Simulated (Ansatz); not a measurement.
# SrO: the cost of one run

Computed with Ansatz 0.2.0 (DFT PBEsol, scalar-relativistic, plane waves, PAW, unless a step's input says otherwise).

1 further run of the same task is left out (set aside as unsound or not needed).

## 1. The starting structure

Symmetry: P6_3/mmc, No. 194, hexagonal system. Conventional cell: a = 4.235 Å, b = 4.235 Å, c = 5.110 Å, α = 90.00°, β = 90.00°, γ = 120.00°. Sr (site symmetry -6m2) is surrounded by 5 O at 2.45 to 2.55 Å. O (site symmetry -6m2) is surrounded by 5 Sr at 2.45 to 2.55 Å.

As a file:

```cif
data_structure
_symmetry_space_group_name_H-M 'P6_3/mmc'
_symmetry_Int_Tables_number 194
_cell_length_a 4.2354
_cell_length_b 4.2354
_cell_length_c 5.1096
_cell_angle_alpha 90.000
_cell_angle_beta 90.000
_cell_angle_gamma 120.000
_cell_volume 79.38
loop_
_atom_site_label
_atom_site_type_symbol
_atom_site_symmetry_multiplicity
_atom_site_Wyckoff_symbol
_atom_site_fract_x
_atom_site_fract_y
_atom_site_fract_z
_atom_site_occupancy
Sr1 Sr 2 d 0.33333 0.66667 0.75000 1
O1 O 2 c 0.33333 0.66667 0.25000 1
```

The cell was made up by rule, so the compound may not exist in this form.

It is the result of an earlier relaxation at this level (volume 19.84 Å³/atom; gap on the mesh: 2.61 eV).

## 2. The stacking ABCB (hkhk)

Close-packed layers are stacked in the order given (tetrahedral net, a letter for each double layer) and fully relaxed; h and k in a name mark layers with hexagonal and cubic surroundings. Energies count from the base stacking, -2027.9838 eV an atom.

The cell holds 4 Sr, 4 O: a = 4.235 Å, b = 4.235 Å, c = 10.219 Å, α = 90.00°, β = 90.00°, γ = 120.00°.

## 3. Relaxing it

input.yaml reads:

```yaml
crystal:
  lattice:
    - [4.2354042988, 0.0, 0.0]
    - [-2.1177021494, 3.667967718, 0.0]
    - [0.0, 0.0, 10.2191405748]
  atoms:
    - { symbol: Sr, position: [0.0, 0.0, 0.0] }
    - { symbol: O, position: [0.0, 0.0, 0.1875] }
    - { symbol: Sr, position: [0.3333333333, 0.6666666667, 0.25] }
    - { symbol: O, position: [0.3333333333, 0.6666666667, 0.4375] }
    - { symbol: Sr, position: [0.6666666667, 0.3333333333, 0.5] }
    - { symbol: O, position: [0.6666666667, 0.3333333333, 0.6875] }
    - { symbol: Sr, position: [0.3333333333, 0.6666666667, 0.75] }
    - { symbol: O, position: [0.3333333333, 0.6666666667, 0.9375] }
basis:
  ecutwfc: 420
kpoints:
  mp_grid: { grid: [9, 9, 2] }
hamiltonian:
  xc: pbesol
scf:
  occupations: { method: gaussian, width: 0.02 }
output:
  forces: true
  stress: true
  eigenvalues: true
  populations: true
relax:
  adjacent_minimum: "off"
  f_tol: 0.01
  max_steps: 45
  cell: { stress_tol: 0.05 }
```

Started as:

```console
> ansatz run input.yaml --threads 1 --pin off --max-ram 2560MiB --backend cpu --events-out ev --progress --plain --runs-dir out
```

**Question.** How long does this run take on 1 thread of AMD EPYC 9R45 (Zen 5), shared host, and how much memory does it need?

About 82 s, with a peak of 0.47 GiB.
